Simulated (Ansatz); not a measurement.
# Ru (Ruthenium): the cost of one run

Computed with Ansatz 0.2.0 (DFT PBE+D3(BJ), scalar-relativistic, plane waves, PAW, unless a step's input says otherwise).

1 further run of the same task is left out (set aside as unsound or not needed).

**1. The starting structure**

The structure is hexagonal, space group P6_3/mmc (No. 194). The conventional cell has a = 2.706 Å, b = 2.706 Å, c = 4.282 Å, α = 90.00°, β = 90.00°, γ = 120.00°. Around Ru (site symmetry -6m2) lie 12 Ru at 2.65 to 2.71 Å.

Coordinates:

```
Ru
1.0
     2.70580    0.00000    0.00000
    -1.35290    2.34329    0.00000
     0.00000    0.00000    4.28190
Ru
2
Direct
  0.33333 0.66667 0.25000
  0.66667 0.33333 0.75000
```

Source of the structure: the Crystallography Open Database.

(A quick probe on a coarse mesh, which set the mesh and smearing, is not shown.)

**3. Relaxing cell and atoms**

File input.yaml:

```yaml
crystal:
  lattice:
    - [2.7058, 0.0, 0.0]
    - [-1.3529, 2.3432915376, 0.0]
    - [0.0, 0.0, 4.2819]
  atoms:
    - { symbol: Ru, position: [0.3333333333, 0.6666666667, 0.25] }
    - { symbol: Ru, position: [0.6666666667, 0.3333333333, 0.75] }
basis:
  ecutwfc: 420
kpoints:
  mp_grid: { grid: [18, 18, 10] }
hamiltonian:
  xc: pbe
  dispersion: d3bj
scf:
  occupations: { method: gaussian, width: 0.1 }
output:
  forces: true
  stress: true
  eigenvalues: true
  write_density: true
  write_potential: true
  elf: true
  volumetric_format: npy
relax:
  adjacent_minimum: "off"
  f_tol: 0.005
  max_steps: 80
  cell: { stress_tol: 0.05 }
```

Launch:

```bash
> ansatz run input.yaml --threads 2 --pin off --max-ram 5120MiB --backend cpu --events-out ev --progress --plain --runs-dir out
```

**Question.** How long does this run take on 2 threads of Intel Xeon at 2.70GHz, shared host, and how much memory does it need?

About 17 s, with a peak of 0.43 GiB.
